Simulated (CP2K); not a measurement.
Crystal: MoS2.

```xyz
6
Lattice="3.1690 0.0000 0.0000 -1.5845 2.7444 0.0000 0.0000 0.0000 12.3240" Properties=species:S:1:pos:R:3 pbc="T T T"
Mo    1.5845    0.9148    9.2430
Mo    0.0000    1.8296    3.0810
S     1.5845    0.9148    4.6461
S     0.0000    1.8296   10.8081
S     1.5845    0.9148    1.5159
S     0.0000    1.8296    7.6779
```

Base run:

```yaml
Program: CP2K 2026.2
Functional: r2SCAN
Potentials_or_basis: POTENTIAL_UZH Mo GTH-PBE-q14, S GTH-PBE-q6; DZVP-MOLOPT-PBE-GTH basis
Density_cutoff: 9184 eV
k_mesh: 10 × 10 × 3
Occupations: fermi-dirac, width 0.05 eV
Spin: no spin polarisation
```

Its results: pressure 2.3 GPa; largest force 0.003 eV/Å.

Problem. The run is repeated on the same cell with these changes: functional from r2SCAN to PBE. What comes out?

Solution. Pressure 3.9 GPa; largest force 0.174 eV/Å.

Caveats: the basis of atomic orbitals isn't converged, which shifts pressures, moduli and gaps; the potentials were made for another functional, which shifts forces and pressure (some runs); this functional lacks dispersion, which binds the layers, so the pressure and a relaxed spacing across them are unreliable (some runs).
